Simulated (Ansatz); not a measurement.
AgBr in Ansatz: the effect of functional

AgBr:

```
Ag Br
1.0
     0.00000    2.87015    2.87015
     2.87015    0.00000    2.87015
     2.87015    2.87015    0.00000
Ag Br
1 1
Cartesian
  0.0000 0.0000 0.0000
  2.8702 2.8702 2.8702
```

Alike in all runs:

- Program: Ansatz 0.2.0
- Task: single point
- Potentials or basis: all-electron PAW datasets made for the crystal
- k mesh: 6 × 6 × 6
- Occupations: fermi-dirac, width 0.05 eV
- Spin: no spin polarisation

| functional | cutoff | gap on the mesh (eV) | pressure (GPa) |
| --- | --- | --- | --- |
| PBEsol | 260 eV (chosen from the basis error) | ? | ? |
| HSE06 | 290 eV (chosen from the basis error) | 2.03 | 2.1 |
| PBE0 | 290 eV (chosen from the basis error) | 2.69 | 2.0 |

Q: What does the run with functional PBEsol give?

A: gap on the mesh 0.50 eV; pressure -1.6 GPa.

A k mesh can miss the band edges.

The runs don't all hold the same shells in valence.
